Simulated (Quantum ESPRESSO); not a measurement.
# ZrB2 in Quantum ESPRESSO: the effect of target pressure

The system is ZrB2.

```xyz
3
Lattice="3.1700 0.0000 0.0000 -1.5850 2.7453 0.0000 0.0000 0.0000 3.5330" Properties=species:S:1:pos:R:3 pbc="T T T"
Zr    0.0000    0.0000    0.0000
B     1.5850    0.9151    1.7665
B     0.0000    1.8302    1.7665
```

Alike in all runs:

| Quantity | Value |
| --- | --- |
| Program | Quantum ESPRESSO 7.5 |
| Task | phonons |
| Functional | LDA |
| Potentials or basis | PseudoDojo 0.4.1 SR LDA standard |
| Cutoff | 1034 eV |
| Density cutoff | 4136 eV |
| k mesh | 8 × 8 × 7 |
| Occupations | cold, width 0.2 eV |
| Spin | no spin polarisation |

Each run relaxes the cell or the atoms first.

One run gave: relaxed volume 9.54 Å³/atom; highest phonon frequency 826 cm⁻¹. Which target pressure did it use?
A. 80 GPa
B. 25 GPa
C. 50 GPa
D. 0 GPa
E. 10 GPa

E.

| target pressure | relaxed volume (Å³/atom) | highest phonon frequency (cm⁻¹) |
| --- | --- | --- |
| 0 GPa | 9.89 | 788 |
| 10 GPa | 9.54 | 826 |
| 25 GPa | 9.11 | 878 |
| 50 GPa | 8.56 | 953 |
| 80 GPa | 8.05 | 1031 |

Caveats: the mesh is thin for the phonons of a metal; the cell is more than 3 GPa from zero pressure, which shifts response properties (some runs); the volume moved by over 15 % at a fixed basis, so the end points are rough (some runs).
